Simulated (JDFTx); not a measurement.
# Si2Mo (I4/mmm) in JDFTx: further runs

One crystal, Si2Mo, is run at these levels: LDA, PBE, PBEsol, RPBE, BLYP; tasks: relaxation of cell and atoms.

Program: JDFTx 1.7.0 (patched build). These are calculated values, not measurements. Logs are shortened: lines on timing, memory, paths and dates and some standing lists are left out, and cuts for length are marked. The log counts tension as positive stress, the text compression.

## (1) The structure

Symmetry: I4/mmm, No. 139, tetragonal system. The conventional cell has a = 3.200 Å, b = 3.200 Å, c = 7.861 Å, α = 90.00°, β = 90.00°, γ = 90.00°. Mo (site symmetry 4/mmm) has 10 Si at 2.62 Å as nearest neighbours. Around Si (site symmetry 4mm) lie 5 Si at 2.61 to 2.63 Å and 5 Mo at 2.62 Å.

## (2) Relaxation of cell and atoms, LDA

Si2Mo.in reads:

```
lattice \
   -1.6000000000     1.6000000000     1.6000000000 \
    1.6000000000    -1.6000000000     1.6000000000 \
    3.9305000000     3.9305000000    -3.9305000000
latt-scale 1.889726124626 1.889726124626 1.889726124626
coords-type Lattice
ion Mo     0.0000000000     0.0000000000     0.0000000000 1
ion Si     0.6670000000     0.6670000000     0.0000000000 1
ion Si     0.3330000000     0.3330000000     0.0000000000 1

ion-species pseudo/Mo.upf
ion-species pseudo/Si.upf
elec-cutoff 40 320
elec-ex-corr lda-PW
kpoint-folding 3 3 3
elec-smearing Fermi 0.0018374661
elec-n-bands 17
electronic-SCF nIterations 100 energyDiffThreshold 1e-09
electronic-minimize nIterations 30 energyDiffThreshold 1e-7
forces-output-coords Cartesian
lattice-minimize nIterations 40 energyDiffThreshold 1e-6

dump-name run.$VAR
dump End Ecomponents EigStats BandEigs Kpoints Forces Stress
```

Potentials or basis: SG15-PBE-1.2 with smoothed tails.

Run with:

```
jdftx -c 1 -i Si2Mo.in -o Si2Mo.out
```

The program printed:

```text
*************** JDFTx 1.7.0 (patched build) ***************

Input parsed successfully to the following command list (including defaults):
[... the input with its defaults ...]

---------- Setting up symmetries ----------

Non-trivial transmission matrix:
[   1   0   0  ]
[   0   1   0  ]
[   1   1   1  ]
with reduced lattice vectors:
[      0.000000      6.047124      3.023562  ]
[      6.047124      0.000000      3.023562  ]
[      0.000000      0.000000     -7.427569  ]

Found 16 point-group symmetries of the bravais lattice
Found 16 space-group symmetries with basis
Applied RMS atom displacement 0 bohrs to make symmetries exact.

---------- Initializing the Grid ----------
R =
[     -3.02356      3.02356      3.02356  ]
[      3.02356     -3.02356      3.02356  ]
[      7.42757      7.42757     -7.42757  ]
unit cell volume = 271.609
G =
[ -1.21865e-17    1.03904   0.422964  ]
[    1.03904 -1.21865e-17   0.422964  ]
[    1.03904    1.03904 4.71387e-18  ]
Minimum fftbox size, Smin = [  72  72  72  ]
Chosen fftbox size, S = [  72  72  72  ]

---------- Initializing tighter grid for wavefunction operations ----------
R =
[     -3.02356      3.02356      3.02356  ]
[      3.02356     -3.02356      3.02356  ]
[      7.42757      7.42757     -7.42757  ]
unit cell volume = 271.609
G =
[ -1.21865e-17    1.03904   0.422964  ]
[    1.03904 -1.21865e-17   0.422964  ]
[    1.03904    1.03904 4.71387e-18  ]
Minimum fftbox size, Smin = [  52  52  52  ]
Chosen fftbox size, S = [  54  54  54  ]

---------- Exchange Correlation functional ----------
Initalized Slater LDA exchange.
Initalized Perdew-Wang LDA correlation.

---------- Setting up pseudopotentials ----------
Width of ionic core gaussian charges (only for fluid interactions / plotting) set to 0

Reading pseudopotential file 'pseudo/Mo.upf':
  'Mo' pseudopotential, 'PBE' functional
  WARNING: this pseudopotential is for another kind of functional than that of the calculation, 'lda-PW'.
  Generated using ONCVPSP code by D. R. Hamann
  14 valence electrons, 0 orbitals, 6 projectors, 602 radial grid points, with lMax = 2
  Core radius for overlap checks: 2.33 bohrs.

Reading pseudopotential file 'pseudo/Si.upf':
  'Si' pseudopotential, 'PBE' functional
  WARNING: this pseudopotential is for another kind of functional than that of the calculation, 'lda-PW'.
  Generated using ONCVPSP code by D. R. Hamann
  4 valence electrons, 0 orbitals, 4 projectors, 602 radial grid points, with lMax = 1
  Core radius for overlap checks: 2.98 bohrs.

Initialized 2 species with 3 total atoms.

Folded 1 k-points by 3x3x3 to 27 k-points.

---------- Setting up k-points, bands, fillings ----------
Reduced to 6 k-points under symmetry.
Computing the number of bands and number of electrons
Calculating initial fillings.
nElectrons:  22.000000   nBands: 17   nStates: 6

----- Setting up reduced wavefunction bases (one per k-point) -----
average nbasis = 3289.148 , ideal nbasis = 3281.923

---------- Setting up ewald sum ----------
Optimum gaussian width for ewald sums = 2.200300 bohr.
Real space sum over 1573 unit cells with max indices [  5  5  6  ]
Reciprocal space sum over 3375 terms with max indices [  7  7  7  ]

---------- Allocating electronic variables ----------
Initializing wave functions:  (No orbitals for LCAO)  bandwidth-limited random numbers

--------- Lattice Minimization ---------

Setting the auxilliary hamiltonian equal to the subspace hamiltonian.

-------- Electronic minimization -----------
Will mix electronic density at each iteration.
	FillingsUpdate:  mu: +1.106590278  nElectrons: 22.000000
	FillingsUpdate:  mu: +0.181534362  nElectrons: 22.000000
SCF: Cycle:  0   F: -62.410390425341923   dF: -1.111e+01   |Residual|: 3.179e+00   |deigs|: 1.790e+00
	FillingsUpdate:  mu: +0.405186474  nElectrons: 22.000000
SCF: Cycle:  1   F: -62.735122756797338   dF: -3.247e-01   |Residual|: 2.518e+00   |deigs|: 8.800e-01
	FillingsUpdate:  mu: +0.811167816  nElectrons: 22.000000
SCF: Cycle:  2   F: -43.486442800683882   dF: +1.925e+01   |Residual|: 3.883e+00   |deigs|: 1.268e+00
	FillingsUpdate:  mu: +0.639781590  nElectrons: 22.000000
SCF: Cycle:  3   F: -75.463190692636758   dF: -3.198e+01   |Residual|: 5.049e-01   |deigs|: 4.859e-01
	FillingsUpdate:  mu: +0.606675085  nElectrons: 22.000000
SCF: Cycle:  4   F: -76.379333700513371   dF: -9.161e-01   |Residual|: 2.368e-01   |deigs|: 6.004e-02
	FillingsUpdate:  mu: +0.632225486  nElectrons: 22.000000
SCF: Cycle:  5   F: -75.900754628873997   dF: +4.786e-01   |Residual|: 5.145e-01   |deigs|: 1.045e-01
	FillingsUpdate:  mu: +0.632929614  nElectrons: 22.000000
SCF: Cycle:  6   F: -75.842417820254880   dF: +5.834e-02   |Residual|: 5.324e-01   |deigs|: 5.562e-03
	FillingsUpdate:  mu: +0.645951760  nElectrons: 22.000000
SCF: Cycle:  7   F: -73.988834291432866   dF: +1.854e+00   |Residual|: 1.013e+00   |deigs|: 1.519e-01
	FillingsUpdate:  mu: +0.645025248  nElectrons: 22.000000
SCF: Cycle:  8   F: -74.465862658510588   dF: -4.770e-01   |Residual|: 8.648e-01   |deigs|: 4.321e-02
[... 80 lines left out ...]
# Energy components:
   Eewald =      -62.7502804583964391
       EH =       15.2681819070194909
     Eloc =      -50.3030450794615973
      Enl =        6.9589198565679382
      Exc =      -10.3397421414996646
       KE =       24.7297577102006585
-------------------------------------
     Etot =      -76.4362082055696135
       TS =        0.0008048928976594
-------------------------------------
        F =      -76.4370130984672755

LatticeMinimize: Iter:   0  F: -76.437013098467276  |grad|_K:  6.095e-03

-------- Electronic minimization -----------
Will mix electronic density at each iteration.
	FillingsUpdate:  mu: +0.606192657  nElectrons: 22.000000
	FillingsUpdate:  mu: +0.605883044  nElectrons: 22.000000
SCF: Cycle:  0   F: -76.436951224371086   dF: +6.394e-05   |Residual|: 5.069e-03   |deigs|: 3.145e-06
	FillingsUpdate:  mu: +0.606511684  nElectrons: 22.000000
SCF: Cycle:  1   F: -76.437007493500758   dF: -5.627e-05   |Residual|: 4.286e-03   |deigs|: 1.033e-03
	FillingsUpdate:  mu: +0.606237869  nElectrons: 22.000000
SCF: Cycle:  2   F: -76.437046314784808   dF: -3.882e-05   |Residual|: 8.072e-04   |deigs|: 5.230e-04
	FillingsUpdate:  mu: +0.606233638  nElectrons: 22.000000
SCF: Cycle:  3   F: -76.437047630975528   dF: -1.316e-06   |Residual|: 1.784e-04   |deigs|: 8.711e-05
	FillingsUpdate:  mu: +0.606244762  nElectrons: 22.000000
SCF: Cycle:  4   F: -76.437047700155659   dF: -6.918e-08   |Residual|: 9.971e-05   |deigs|: 2.983e-05
	FillingsUpdate:  mu: +0.606246520  nElectrons: 22.000000
SCF: Cycle:  5   F: -76.437047708808876   dF: -8.653e-09   |Residual|: 2.466e-05   |deigs|: 5.590e-06
	FillingsUpdate:  mu: +0.606244081  nElectrons: 22.000000
SCF: Cycle:  6   F: -76.437047712127665   dF: -3.319e-09   |Residual|: 2.002e-05   |deigs|: 4.117e-06
	FillingsUpdate:  mu: +0.606245347  nElectrons: 22.000000
SCF: Cycle:  7   F: -76.437047713313760   dF: -1.186e-09   |Residual|: 3.781e-06   |deigs|: 2.512e-06
	FillingsUpdate:  mu: +0.606245212  nElectrons: 22.000000
SCF: Cycle:  8   F: -76.437047713536231   dF: -2.225e-10   |Residual|: 1.696e-06   |deigs|: 4.251e-07
[... 117 lines left out ...]
-------- Electronic minimization -----------
Will mix electronic density at each iteration.
	FillingsUpdate:  mu: +0.606401303  nElectrons: 22.000000
	FillingsUpdate:  mu: +0.606322537  nElectrons: 22.000000
SCF: Cycle:  0   F: -76.437158866716970   dF: -2.543e-05   |Residual|: 3.172e-03   |deigs|: 1.999e-06
	FillingsUpdate:  mu: +0.606256566  nElectrons: 22.000000
SCF: Cycle:  1   F: -76.437164162038783   dF: -5.295e-06   |Residual|: 1.117e-03   |deigs|: 1.459e-04
	FillingsUpdate:  mu: +0.606363049  nElectrons: 22.000000
[... 4 further cycles ...]
SCF: Cycle:  6   F: -76.437165645813224   dF: -8.178e-10   |Residual|: 8.302e-06   |deigs|: 5.092e-07
	FillingsUpdate:  mu: +0.606327192  nElectrons: 22.000000
SCF: Cycle:  7   F: -76.437165646417114   dF: -6.039e-10   |Residual|: 5.022e-06   |deigs|: 3.998e-07
SCF: Converged (|Delta E|<1.000000e-09 for 2 iters).

Setting wave functions to eigenvectors of Hamiltonian
# Lattice vectors:
R =
[     -3.02934      3.02934      3.02934  ]
[      3.02934     -3.02934      3.02934  ]
[      7.40411      7.40411     -7.40411  ]
unit cell volume = 271.787
[... 36 lines left out ...]
-------- Electronic minimization -----------
Will mix electronic density at each iteration.
	FillingsUpdate:  mu: +0.606327192  nElectrons: 22.000000
	FillingsUpdate:  mu: +0.606403334  nElectrons: 22.000000
SCF: Cycle:  0   F: -76.437157597090518   dF: -3.405e-05   |Residual|: 3.728e-03   |deigs|: 2.751e-06
	FillingsUpdate:  mu: +0.606270369  nElectrons: 22.000000
SCF: Cycle:  1   F: -76.437164871246537   dF: -7.274e-06   |Residual|: 1.405e-03   |deigs|: 2.191e-04
	FillingsUpdate:  mu: +0.606410847  nElectrons: 22.000000
[... 5 further cycles ...]
SCF: Cycle:  7   F: -76.437167684876471   dF: -4.827e-10   |Residual|: 5.742e-06   |deigs|: 2.653e-07
	FillingsUpdate:  mu: +0.606368520  nElectrons: 22.000000
SCF: Cycle:  8   F: -76.437167685086337   dF: -2.099e-10   |Residual|: 4.247e-06   |deigs|: 4.624e-07
SCF: Converged (|Delta E|<1.000000e-09 for 2 iters).

Setting wave functions to eigenvectors of Hamiltonian
# Lattice vectors:
R =
[     -3.03081      3.03081      3.03081  ]
[      3.03081     -3.03081      3.03081  ]
[      7.39667      7.39667     -7.39667  ]
unit cell volume = 271.777
[... 36 lines left out ...]
-------- Electronic minimization -----------
Will mix electronic density at each iteration.
	FillingsUpdate:  mu: +0.606368520  nElectrons: 22.000000
	FillingsUpdate:  mu: +0.606279512  nElectrons: 22.000000
SCF: Cycle:  0   F: -76.437166118911108   dF: +8.431e-07   |Residual|: 6.496e-04   |deigs|: 6.046e-08
	FillingsUpdate:  mu: +0.606379779  nElectrons: 22.000000
SCF: Cycle:  1   F: -76.437167227242782   dF: -1.108e-06   |Residual|: 5.083e-04   |deigs|: 1.467e-04
	FillingsUpdate:  mu: +0.606342207  nElectrons: 22.000000
[... 3 further cycles ...]
SCF: Cycle:  5   F: -76.437167733013666   dF: -1.432e-10   |Residual|: 6.034e-06   |deigs|: 2.505e-06
	FillingsUpdate:  mu: +0.606344442  nElectrons: 22.000000
SCF: Cycle:  6   F: -76.437167733162724   dF: -1.491e-10   |Residual|: 1.324e-06   |deigs|: 8.481e-07
SCF: Converged (|Delta E|<1.000000e-09 for 2 iters).

Setting wave functions to eigenvectors of Hamiltonian
# Lattice vectors:
R =
[     -3.03095      3.03095      3.03095  ]
[      3.03095     -3.03095      3.03095  ]
[      7.39631      7.39631     -7.39631  ]
unit cell volume = 271.789
[... 36 lines left out ...]
-------- Electronic minimization -----------
Will mix electronic density at each iteration.
	FillingsUpdate:  mu: +0.606344442  nElectrons: 22.000000
	FillingsUpdate:  mu: +0.606361566  nElectrons: 22.000000
SCF: Cycle:  0   F: -76.437167725589561   dF: +3.143e-09   |Residual|: 4.424e-05   |deigs|: 2.327e-10
	FillingsUpdate:  mu: +0.606354591  nElectrons: 22.000000
SCF: Cycle:  1   F: -76.437167731969865   dF: -6.380e-09   |Residual|: 4.015e-05   |deigs|: 1.135e-05
	FillingsUpdate:  mu: +0.606356130  nElectrons: 22.000000
[... 2 further cycles ...]
SCF: Cycle:  4   F: -76.437167733719477   dF: -3.851e-10   |Residual|: 2.769e-06   |deigs|: 3.381e-06
	FillingsUpdate:  mu: +0.606355518  nElectrons: 22.000000
SCF: Cycle:  5   F: -76.437167733731016   dF: -1.154e-11   |Residual|: 9.897e-07   |deigs|: 3.245e-07
SCF: Converged (|Delta E|<1.000000e-09 for 2 iters).

Setting wave functions to eigenvectors of Hamiltonian
# Lattice vectors:
R =
[     -3.03092      3.03092      3.03092  ]
[      3.03092     -3.03092      3.03092  ]
[      7.39633      7.39633     -7.39633  ]
unit cell volume = 271.785
[... 21 lines left out ...]
# Energy components:
   Eewald =      -62.7093688106321636
       EH =       15.3108422800841861
     Eloc =      -50.3881935667369447
      Enl =        6.9529514134455255
      Exc =      -10.3420761355256019
       KE =       24.7393453684499036
-------------------------------------
     Etot =      -76.4364994509150932
       TS =        0.0006682828159207
-------------------------------------
        F =      -76.4371677337310160

LatticeMinimize: Iter:   6  F: -76.437167733731016  |grad|_K:  3.976e-06  alpha:  1.000e+00  linmin: -1.450e-01
LatticeMinimize: Converged (|Delta F|<1.000000e-06 for 2 iters).

Dumping 'run.eigStats' ...
	eMin: -1.634444 at state 0 ( [ +0.000000 +0.000000 +0.000000 ] spin 0 )
	HOMO: +0.606294 at state 4 ( [ +0.333333 +0.333333 -0.333333 ] spin 0 )
	mu  : +0.606356
	LUMO: +0.609757 at state 3 ( [ +0.000000 +0.333333 +0.333333 ] spin 0 )
	eMax: +0.864030 at state 4 ( [ +0.333333 +0.333333 -0.333333 ] spin 0 )
	HOMO-LUMO gap: +0.003463
	Optical gap  : +0.015331 at state 4 ( [ +0.333333 +0.333333 -0.333333 ] spin 0 )
Done!
```

Wall time 89 s (1 thread of Intel Xeon 6975P-C (Granite Rapids), shared host); peak memory 0.15 GiB.

These settings aren't checked as converged: the numbers below hold their error.

What came out:

| Quantity | Value |
| --- | --- |
| Free energy | -2079.9613 eV |
| Relaxed volume | 13.42 Å³/atom |
| Relaxed cell | a = 4.524 Å, b = 4.524 Å, c = 4.524 Å, α = 138.47°, β = 138.47°, γ = 60.19° |
| Space group after relaxing (to 0.05 Å) | I4/mmm (No. 139) |
| Energy gained by relaxing | 1.4 meV/atom |
| Ionic steps | 7 |
| Pressure after relaxing | 0.0 GPa |

Caveat: the k mesh is coarse (spacing up to 0.93 Å⁻¹), so the values aren't converged; the potentials were made for another functional, which shifts forces and pressure.

## (3) Relaxation of cell and atoms, PBE

Changes to Si2Mo.in since step 2:

```diff
@@ -13,3 +13,3 @@
 elec-cutoff 40 320
-elec-ex-corr lda-PW
+elec-ex-corr gga-PBE
 kpoint-folding 3 3 3
```

Potentials or basis: SG15-PBE-1.2 with smoothed tails.

Run with:

```
jdftx -c 1 -i Si2Mo.in -o Si2Mo.out
```

Wall time 1.8 min (1 thread of Intel Xeon 6975P-C (Granite Rapids), shared host); peak memory 0.16 GiB.

The run converged, but some of its settings lie outside the range that counts as converged, so its numbers aren't taken as properties of the crystal.

Results:

```yaml
Free_energy: -2081.8731 eV
Relaxed_volume: 13.71 Å³/atom
Relaxed_cell: a = 4.559 Å, b = 4.559 Å, c = 4.559 Å, α = 138.53°, β = 138.53°, γ = 60.09°
Space_group_after_relaxing_to_0.05_Å: I4/mmm (No. 139)
Energy_gained_by_relaxing: 4.6 meV/atom
Ionic_steps: 7
Pressure_after_relaxing: 0.0 GPa
Band_gap_on_the_k_mesh: none (metal or under the smearing width)
```

Caveat: the k mesh is coarse (spacing up to 0.93 Å⁻¹), so the values aren't converged.

## (4) Relaxation of cell and atoms, PBEsol

Changes to Si2Mo.in since step 3:

```diff
@@ -13,3 +13,3 @@
 elec-cutoff 40 320
-elec-ex-corr gga-PBE
+elec-ex-corr gga-PBEsol
 kpoint-folding 3 3 3
```

Run with:

```
jdftx -c 1 -i Si2Mo.in -o Si2Mo.out
```

It took 1.8 min on 1 thread of Intel Xeon 6975P-C (Granite Rapids), shared host; peak memory 0.16 GiB.

These settings aren't checked as converged: the numbers below hold their error.

What came out:

```yaml
Free_energy: -2080.1051 eV
Relaxed_volume: 13.50 Å³/atom
Relaxed_cell: a = 4.536 Å, b = 4.536 Å, c = 4.536 Å, α = 138.54°, β = 138.54°, γ = 60.08°
Space_group_after_relaxing_to_0.05_Å: I4/mmm (No. 139)
Energy_gained_by_relaxing: 1.1 meV/atom
Ionic_steps: 7
Pressure_after_relaxing: 0.0 GPa
Band_gap_on_the_k_mesh: none (metal or under the smearing width)
```

Caveat: the k mesh is coarse (spacing up to 0.93 Å⁻¹), so the values aren't converged; the potentials were made for another functional, which shifts forces and pressure.

## (5) Relaxation of cell and atoms, RPBE

Changes to Si2Mo.in since step 4:

```diff
@@ -13,3 +13,3 @@
 elec-cutoff 40 320
-elec-ex-corr gga-PBEsol
+elec-ex-corr gga-x-rpbe gga-c-pbe
 kpoint-folding 3 3 3
@@ -23,2 +23,2 @@
 dump-name run.$VAR
-dump End Ecomponents EigStats BandEigs Kpoints Forces Stress
+dump End Ecomponents EigStats BandEigs Kpoints Forces Stress ElecDensity KEdensity
```

Potentials or basis: SG15-PBE-1.2 with smoothed tails.

Run with:

```
jdftx -c 1 -i Si2Mo.in -o Si2Mo.out
```

The program printed:

```text
*************** JDFTx 1.7.0 (patched build) ***************

Input parsed successfully to the following command list (including defaults):
[... the input with its defaults ...]

---------- Setting up symmetries ----------

Non-trivial transmission matrix:
[   1   0   0  ]
[   0   1   0  ]
[   1   1   1  ]
with reduced lattice vectors:
[      0.000000      6.047124      3.023562  ]
[      6.047124      0.000000      3.023562  ]
[      0.000000      0.000000     -7.427569  ]

Found 16 point-group symmetries of the bravais lattice
Found 16 space-group symmetries with basis
Applied RMS atom displacement 0 bohrs to make symmetries exact.

---------- Initializing the Grid ----------
R =
[     -3.02356      3.02356      3.02356  ]
[      3.02356     -3.02356      3.02356  ]
[... 186 lines left out ...]
SCF: Cycle:  0   F: -76.520030987773694   dF: +3.681e-04   |Residual|: 1.432e-02   |deigs|: 1.139e-05
	FillingsUpdate:  mu: +0.606130669  nElectrons: 22.000000
SCF: Cycle:  1   F: -76.520189190931418   dF: -1.582e-04   |Residual|: 1.211e-02   |deigs|: 3.645e-03
	FillingsUpdate:  mu: +0.605431300  nElectrons: 22.000000
SCF: Cycle:  2   F: -76.520544697298504   dF: -3.555e-04   |Residual|: 2.434e-03   |deigs|: 1.318e-03
	FillingsUpdate:  mu: +0.605457989  nElectrons: 22.000000
SCF: Cycle:  3   F: -76.520546435270532   dF: -1.738e-06   |Residual|: 3.668e-04   |deigs|: 1.515e-04
	FillingsUpdate:  mu: +0.605485769  nElectrons: 22.000000
SCF: Cycle:  4   F: -76.520546740290555   dF: -3.050e-07   |Residual|: 9.839e-05   |deigs|: 5.277e-05
	FillingsUpdate:  mu: +0.605484593  nElectrons: 22.000000
SCF: Cycle:  5   F: -76.520546768598891   dF: -2.831e-08   |Residual|: 7.408e-05   |deigs|: 5.079e-06
	FillingsUpdate:  mu: +0.605484635  nElectrons: 22.000000
[... 337 lines left out ...]
# Energy components:
   Eewald =      -62.1500607226492789
       EH =       15.5249418302643427
     Eloc =      -51.1682078378783345
      Enl =        6.9138615113695820
      Exc =      -10.4044427077515760
       KE =       24.7635700990978904
-------------------------------------
     Etot =      -76.5203378275473511
       TS =        0.0007948922197124
-------------------------------------
        F =      -76.5211327197670670

LatticeMinimize: Iter:   6  F: -76.521132719767067  |grad|_K:  6.530e-05  alpha:  1.000e+00  linmin:  3.408e-01
LatticeMinimize: Converged (|Delta F|<1.000000e-06 for 2 iters).

Dumping 'run.eigStats' ...
	eMin: -1.659682 at state 0 ( [ +0.000000 +0.000000 +0.000000 ] spin 0 )
	HOMO: +0.585459 at state 0 ( [ +0.000000 +0.000000 +0.000000 ] spin 0 )
	mu  : +0.587537
	LUMO: +0.589032 at state 4 ( [ +0.333333 +0.333333 -0.333333 ] spin 0 )
	eMax: +0.842253 at state 4 ( [ +0.333333 +0.333333 -0.333333 ] spin 0 )
	HOMO-LUMO gap: +0.003573
	Optical gap  : +0.044431 at state 5 ( [ +0.333333 -0.333333 +0.333333 ] spin 0 )
Done!
```

Wall time 1.9 min (1 thread of Intel Xeon 6975P-C (Granite Rapids), shared host); peak memory 0.16 GiB.

These settings aren't checked as converged: the numbers below hold their error.

Results:

```
Free energy                            : -2082.2461 eV
Relaxed volume                         : 13.80 Å³/atom
Relaxed cell                           : a = 4.570 Å, b = 4.570 Å, c = 4.570 Å, α = 138.55°, β = 138.55°, γ = 60.07°
Space group after relaxing (to 0.05 Å) : I4/mmm (No. 139)
Energy gained by relaxing              : 7.1 meV/atom
Ionic steps                            : 7
Pressure after relaxing                : 0.0 GPa
Band gap on the k mesh                 : none (metal or under the smearing width)
```

Caveat: the k mesh is coarse (spacing up to 0.93 Å⁻¹), so the values aren't converged; the potentials were made for another functional, which shifts forces and pressure.

[end of part 1 of 2]
